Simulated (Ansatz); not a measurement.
Al3GaN4: random displacements

These are results of DFT PBEsol, scalar-relativistic, plane waves, PAW in Ansatz 0.2.0, not measurements. Settings: plane waves to 420 eV, k-mesh 6×6×6 (Γ-centred), Gaussian smearing 0.05 eV. No spin polarisation. Energies are free energies at this smearing, counted from the undisturbed cell; pressure is positive in compression.

The undisturbed cell (relaxed at this level; it needn't be the usual structure):

```yaml
crystal:
  lattice:
    - [4.40699, 0.00000, 0.00000]
    - [0.00000, 4.40699, 0.00000]
    - [0.00000, 0.00000, 4.40699]
  atoms:
    - { symbol: Al, position: [0.50000, 0.50000, 0.00000] }
    - { symbol: Al, position: [0.50000, 0.00000, 0.50000] }
    - { symbol: Al, position: [0.00000, 0.50000, 0.50000] }
    - { symbol: Ga, position: [0.00000, 0.00000, 0.00000] }
    - { symbol: N, position: [0.74471, 0.74471, 0.25529] }
    - { symbol: N, position: [0.74471, 0.25529, 0.74471] }
    - { symbol: N, position: [0.25529, 0.74471, 0.74471] }
    - { symbol: N, position: [0.25529, 0.25529, 0.25529] }
```

The atoms are displaced (Å, in the unstrained cell):

```csv
atom,ux,uy,uz
Al1,-0.207,-0.141,0.044
Al2,-0.066,-0.242,0.122
Al3,0.074,0.288,0.149
Ga4,-0.068,0.171,0.058
N5,0.008,-0.032,0.040
N6,0.002,0.228,-0.084
N7,0.068,0.027,-0.078
N8,0.189,-0.299,-0.251
```

Strain (Voigt, engineering shear): (-0.0142, 0.0165, -0.0129, -0.0184, -0.0293, -0.0002).

(1) What are the energy change, the stress and the forces?

Results:

(1) ΔE = 667.1 meV/atom; stress (xx, yy, zz, yz, xz, xy; compression positive) (31.40, 16.92, 18.84, -0.43, 4.52, 19.50) GPa; gap on the mesh 2.22 eV.
```csv
atom,Fx (eV/Å),Fy,Fz
Al1,4.63,3.78,-1.97
Al2,6.36,7.63,-5.90
Al3,-5.91,-5.79,-4.07
Ga4,-4.39,-2.16,-1.96
N5,-0.03,0.36,-1.34
N6,-0.10,-2.56,0.91
N7,-1.15,-1.58,8.62
N8,0.59,0.33,5.70
```

Cost: 1 run of about 0.82 core-minutes, on AMD EPYC (Zen 3) (shared hosts).